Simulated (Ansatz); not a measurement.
# TaN (P-6m2)

These are results of Ansatz 0.2.0, DFT PBE, scalar-relativistic, plane waves, PAW, not measurements.

Settings: cutoff 420 eV, Γ-centred mesh 18×18×14 on the computed 2-atom cell, Gaussian smearing of 0.10 eV; no spin polarisation.

The structure is relaxed at this level of theory with its symmetry kept. This form isn't the usual stable structure of the compound.

Space group P-6m2 (No. 187). a = 2.950 Å, b = 2.950 Å, c = 2.898 Å, α = 90.00°, β = 90.00°, γ = 120.00°
| atom | site | symmetry | x | y | z |
| --- | --- | --- | --- | --- | --- |
| Ta | 1d | -6m2 | 0.3333 | 0.6667 | 0.5000 |
| N | 1a | -6m2 | 0.0000 | 0.0000 | 0.0000 |

Question: Formation energy from the elements' standard states (uncorrected)?

Answer: -1.133 eV/atom.

Question: Density of states at the Fermi level?

Answer: 0.06 states/eV per cell (so small that it hangs on the mesh: a semimetal, or crossings between mesh points).

Question: Löwdin character within 0.5 eV of the Fermi level?

Answer: Ta 5d 93 %.

Question: Bulk modulus?

Answer: 336 GPa.

Question: Its pressure derivative?

Answer: 4.3.

Question: Bader charges (e)?

Answer: Ta (1 in the cell) 1.60, N (1 in the cell) -1.60.

Spin-orbit coupling is left out, which matters for the bands of heavy elements.